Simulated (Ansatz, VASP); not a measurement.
**One calculation of Ti, two programs**

```
Ti
1.0
    -1.56492    1.56492    1.95818
     1.56492   -1.56492    1.95818
     1.56492    1.56492   -1.95818
Ti
1
Direct
  0.00000 0.00000 0.00000
```

Alike in both runs: task single point; functional PBEsol; k mesh 22 × 22 × 22; occupations gaussian, width 0.15 eV; no spin polarisation.

|  | VASP | Ansatz |
| --- | --- | --- |
| version | VASP 6.6.1 | Ansatz 0.2.0 |
| potentials or method | VASP PAW PBE potentials, release 64 (Ti_sv) | scalar-relativistic, plane waves, PAW |
| plane-wave cutoff (eV) | 520 | 520 |
| valence electrons in the cell | 12 | 12 |

|  | VASP | Ansatz | Ansatz less VASP |
| --- | --- | --- | --- |
| gap on the k mesh at the Fermi level (eV) | none | none | - |
| pressure (GPa) | -12.6 | -12.6 | +0.07 |
| largest component of the traceless stress (GPa) | 1.98 | 1.99 | +0.002 |

A gap of «none» marks a metal or a gap that the smearing closes. Ansatz warned: «pseudo_functional_mismatch».

Caveats: the PAW data sets were made with another functional, which shifts forces and pressure a little (VASP).
